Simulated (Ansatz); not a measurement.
# 33S NMR of the central transition in SnS

Cell: a COD entry whose atoms were relaxed with PBE, the cell held.

```cif
data_SnS
_symmetry_space_group_name_H-M 'Pnma'
_symmetry_Int_Tables_number 62
_cell_length_a 11.3200
_cell_length_b 4.0500
_cell_length_c 4.2420
_cell_angle_alpha 90.000
_cell_angle_beta 90.000
_cell_angle_gamma 90.000
loop_
_atom_site_label
_atom_site_type_symbol
_atom_site_symmetry_multiplicity
_atom_site_Wyckoff_symbol
_atom_site_fract_x
_atom_site_fract_y
_atom_site_fract_z
Sn Sn 4 c 0.1204 0.2500 0.1080
S S 4 c 0.8517 0.2500 0.4769
```

One atom of each set is listed.

All values are calculated (Ansatz; DFT, PBEsol, plane waves and PAW, scalar-relativistic, 420 eV cutoff, Γ-centred 4×11×10 k-points, Fermi–Dirac smearing 0.02 eV), not measured.

33S has I = 3/2 and Q = -69.40 mb (Pyykkö 2018); at 11.7 T its Larmor frequency is ν₀ = 38.3 MHz. Only the quadrupole interaction is simulated: positions count from each site's isotropic chemical shift, and J coupling is left out, as are shift anisotropy and dipolar coupling, which fast spinning averages.

(1) Give C_Q, η, the quadrupolar product P_Q = |C_Q|(1 + η²/3)^½, the second-order isotropic shift and the breadth of the pattern (fast magic-angle spinning) for each S site.

## Answers

(1) 

```tsv
site	first shell	C_Q (MHz)	η	P_Q (MHz)	δ_QIS (ppm)	breadth (kHz)
S	3 Sn at 2.64–2.70 Å; also 2 Sn at 3.22 Å	4.74	0.09	4.74	-384	32.4
```

δ_QIS = −(ν_Q²/30ν₀²)[I(I+1) − 3/4](1 + η²/3) × 10⁶ ppm with ν_Q = 3|C_Q|/[2I(2I−1)]; it falls as 1/B₀² in ppm, and the breadth as 1/B₀ in kHz.

The broadest static pattern spans 83 kHz. The table holds for spinning faster than that; slower spinning leaves sidebands.

Without spin–orbit coupling (the program notes it for Sn) the gradients can shift somewhat, as the gap is small.

Hardware: 1 thread of Intel Xeon Platinum 8488C (Sapphire Rapids) (x86_64; 16 cores open to the job, memory cap 3.0 GiB, no GPU), a shared host with a load of 0.3 a core. Wall time 63 s, CPU time 57 s, peak memory 0.92 GiB.
